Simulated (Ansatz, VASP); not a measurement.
Two plane-wave programs on Re

```
Re
1.0
     0.00000    1.94514    1.94514
     1.94514    0.00000    1.94514
     1.94514    1.94514    0.00000
Re
1
Direct
  0.00000 0.00000 0.00000
```

This isn't the form of Re at room conditions, which is hcp.

Alike in both runs: functional PBE; dispersion D3(BJ); k mesh 18 × 18 × 18; occupations gaussian, width 0.1 eV; no spin polarisation.

Ansatz relaxed the structure, and its values are those at the end. VASP's run is a single point on that final structure, the one shown.

|  | VASP | Ansatz |
| --- | --- | --- |
| version | VASP 6.6.1 | Ansatz 0.2.0 |
| potentials or method | VASP PAW PBE potentials, release 64 (Re) | scalar-relativistic, plane waves, PAW |
| plane-wave cutoff (eV) | 520 | 420 |
| valence electrons in the cell | 7 | 15 |

Ansatz gave:

- gap on the k mesh at the Fermi level (eV): none
- pressure (GPa): 0.0

Problem. Which values does VASP return?

Solution. gap on the k mesh at the Fermi level (eV): none; pressure (GPa): -0.5.

A gap of «none» marks a metal or a gap that the smearing closes. The two sets of potentials don't hold the same shells in valence.

Caveats: pairwise dispersion overbinds metals, which lowers pressure and volume. The runs have no spin-orbit coupling, so splittings on Re are missing.
